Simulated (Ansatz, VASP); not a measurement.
TiH in VASP and in Ansatz

INCAR

```
SYSTEM = TiH
PREC = Accurate
ENCUT = 520
EDIFF = 1E-6
ISMEAR = 0
SIGMA = 0.1
LREAL = .FALSE.
LASPH = .TRUE.
NELM = 100
ALGO = Normal
ISIF = 2
LWAVE = .FALSE.
LCHARG = .TRUE.
GGA = CA
LELF = .TRUE.
LVHAR = .TRUE.
NBANDS = 14
```

Contents of KPOINTS:

```
regular mesh
0
G
  9 9 9
  0 0 0
```

File POSCAR:

```
TiH
1.0
    0.0000000000      2.0756719839      2.0756719839
    2.0756719839      0.0000000000      2.0756719839
    2.0756719839      2.0756719839      0.0000000000
Ti H
1 1
Direct
    0.0000000000      0.0000000000      0.0000000000
    0.5000000000      0.5000000000      0.5000000000
```

Input for Ansatz:

```yaml
crystal:
  lattice:
    - [0.0, 2.075671983854438, 2.075671983854438]
    - [2.075671983854438, 0.0, 2.075671983854438]
    - [2.075671983854438, 2.075671983854438, 0.0]
  atoms:
    - { symbol: Ti, position: [0.0, 0.0, 0.0] }
    - { symbol: H, position: [0.5, 0.5, 0.5] }
basis:
  ecutwfc: 500.0
kpoints:
  mp_grid:
    grid: [9, 9, 9]
hamiltonian:
  xc: lda
  pseudopotentials:
    kind: paw
scf:
  occupations:
    method: gaussian
    width: 0.1
output:
  stress: true
```

The cell comes from a database or a generator and needn't be the stable form of this composition.

Alike in both runs: task single point; functional LDA; k mesh 9 × 9 × 9; occupations gaussian, width 0.1 eV; no spin polarisation.

|  | VASP | Ansatz |
| --- | --- | --- |
| version | VASP 6.6.1 | Ansatz 0.2.0 |
| potentials or method | VASP PAW LDA potentials, release 64 (Ti_sv, H) | plane waves, PAW |
| plane-wave cutoff (eV) | 520 | 500 |
| valence electrons in the cell | 13 | 13 |

VASP gave:

| Item | Value |
| --- | --- |
| pressure (GPa) | -5.3 |

**Question.** Which values does Ansatz return?

**Answer.** Pressure (GPa): -5.4.
